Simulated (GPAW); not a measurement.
The system is HfB2.

```
CELL_PARAMETERS angstrom
3.14000 0.00000 0.00000
-1.57000 2.71932 0.00000
0.00000 0.00000 3.48000
ATOMIC_POSITIONS crystal
Hf 0.00000 0.00000 0.00000
B 0.66667 0.33333 0.50000
B 0.33333 0.66667 0.50000
```

Program: GPAW 26.7.0. Alike in all runs: cell as given; cutoff (eV) 800.

**Question.** Order these runs on this cell by their pressure, lowest first.
A. level PBEsol; potentials or basis PAW data sets generated in the run's folder for this functional, pw; spin SOC, no magnetisation; k mesh 7 × 7 × 6; smearing fermi-dirac 0.05 eV; band path GMKGALHA,LM,KH; band points 60; spin axis theta (degrees) 54.7; spin axis phi (degrees) 45
B. level PBEsol+D4; potentials or basis PAW data sets generated in the run's folder for this functional, pw; spin off; k mesh 10 × 10 × 8; smearing fermi-dirac 0.1 eV
C. level PBE; potentials or basis GPAW PAW data sets (gpaw-data 1.2.1), pw; spin off; k mesh 10 × 10 × 8; smearing gaussian 0.1 eV
D. level r2SCAN; potentials or basis GPAW PAW data sets (gpaw-data 1.2.1), pw; spin SOC, no magnetisation; k mesh 7 × 7 × 6; smearing fermi-dirac 0.05 eV; band path GMKGALHA,LM,KH; band points 80; spin axis theta (degrees) 90; spin axis phi (degrees) 45
E. level LDA; potentials or basis the program's PAW data sets (release 1.2.1) made for this functional, pw; spin off; k mesh 10 × 10 × 8; smearing fermi-dirac 0.05 eV; band path GMKGALHA,LM,KH; band points 100

**Answer.** E (-9.7 GPa), B (-6.7 GPa), A (-3.5 GPa), D (0.4 GPa), C (2.1 GPa).

Caveats: spin-orbit coupling was added after a scalar SCF, so levels and gaps hold it while energy, forces, pressure and moments don't (some runs); the PAW data sets were made with another functional, which shifts forces and pressure a little (some runs); pairwise dispersion overbinds metals, which lowers pressure and volume (some runs).

Not every run made on this cell is shown here.
